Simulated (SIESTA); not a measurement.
The system is KMgF3.

```
CELL_PARAMETERS angstrom
3.98590 0.00000 0.00000
0.00000 3.98590 0.00000
0.00000 0.00000 3.98590
ATOMIC_POSITIONS crystal
K 0.50000 0.50000 0.50000
Mg 0.00000 0.00000 0.00000
F 0.00000 0.00000 0.50000
F 0.00000 0.50000 0.00000
F 0.50000 0.00000 0.00000
```

Base run:

| Quantity | Value |
| --- | --- |
| Program | SIESTA 5.4.2 |
| Functional | PBEsol |
| Potentials or basis | PseudoDojo 0.4 standard (PBEsol files) |
| Basis | DZP (energy shift 0.003 Ry; two zetas on semicore shells; d shell added on K) |
| Grid cutoff | 800 Ry |
| Energy shift | 0.003 Ry |
| k mesh | 7 × 7 × 7 |
| Occupations | fermi-dirac, width 0.05 eV |
| Spin | no spin polarisation |

Its results: band gap on the k mesh 7.09 eV, indirect (least direct gap 7.42 eV); pressure 0.9 GPa.

The run is repeated on the same cell with these changes: functional from PBEsol to PBE; potentials or basis from PseudoDojo 0.4 standard (PBEsol files) to PseudoDojo 0.4 standard (PBE files). What comes out?

Band gap on the k mesh 7.27 eV, indirect (least direct gap 7.59 eV); pressure 4.6 GPa.

Caveats: the basis of atomic orbitals isn't converged, which shifts pressures, moduli and gaps.

A k mesh can miss the band edges.

Not every run made on this cell is shown here.
